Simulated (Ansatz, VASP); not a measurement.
**KCl: VASP beside Ansatz**

The input POSCAR:

```
KCl
1.0
    0.0000000000      3.4356855477      3.4356855477
    3.4356855477      0.0000000000      3.4356855477
    3.4356855477      3.4356855477      0.0000000000
K Cl
1 1
Direct
    0.0000000000      0.0000000000      0.0000000000
    0.2500000000      0.2500000000      0.2500000000
```

Contents of INCAR.step1:

```
PREC = Accurate
ENCUT = 520
ISMEAR = 0
SIGMA = 0.01
LREAL = False
LASPH = True
NELM = 60
NBANDS = 15
GGA = PE
ALGO = Normal
EDIFF = 1E-4
LWAVE = True
LCHARG = False
```

Contents of INCAR.step2:

```
PREC = Accurate
ENCUT = 520
EDIFF = 1E-7
ISMEAR = 0
SIGMA = 0.01
LREAL = False
LASPH = True
NELM = 60
ALGO = Normal
ISIF = 2
LWAVE = False
LCHARG = True
METAGGA = R2SCAN
LMIXTAU = True
LELF = True
LVHAR = True
NBANDS = 15
ISTART = 1
```

File KPOINTS:

```
Automatic mesh
0
Gamma
  6 6 6
```

Input for Ansatz:

```yaml
crystal:
  lattice:
    - [0.0, 3.4356855477, 3.4356855477]
    - [3.4356855477, 0.0, 3.4356855477]
    - [3.4356855477, 3.4356855477, 0.0]
  atoms:
    - { symbol: K, position: [0.0, 0.0, 0.0] }
    - { symbol: Cl, position: [0.25, 0.25, 0.25] }
kpoints:
  mp_grid: { grid: [6, 6, 6] }
hamiltonian:
  xc: r2scan
scf:
  occupations: { method: fixed }
  n_extra_bands: 4
output:
  forces: true
  stress: true
  eigenvalues: true
```

Alike in both runs: task single point; functional r2SCAN; k mesh 6 × 6 × 6; no spin polarisation.

```csv
,VASP,Ansatz
version,VASP 6.6.1,Ansatz 0.2.0
potentials or method,"VASP PAW PBE potentials, release 64 (K_sv, Cl)","plane waves, PAW"
plane-wave cutoff (eV),520,500
occupations,"gaussian, width 0.01 eV",fixed
valence electrons in the cell,16,16
```

VASP gave:

| Property | Result |
| --- | --- |
| gap on the k mesh at the Fermi level (eV) | 5.46 |
| pressure (GPa) | 0.9 |

Problem. What did Ansatz give for the same quantities?

Solution. gap on the k mesh at the Fermi level (eV): 5.45; pressure (GPa): 0.9.

Caveats: the PAW data sets were made with another functional, which shifts forces and pressure a little (VASP). r2SCAN opens gaps a little over a GGA but as a rule still falls short of measured ones. A k mesh can miss the band edges.
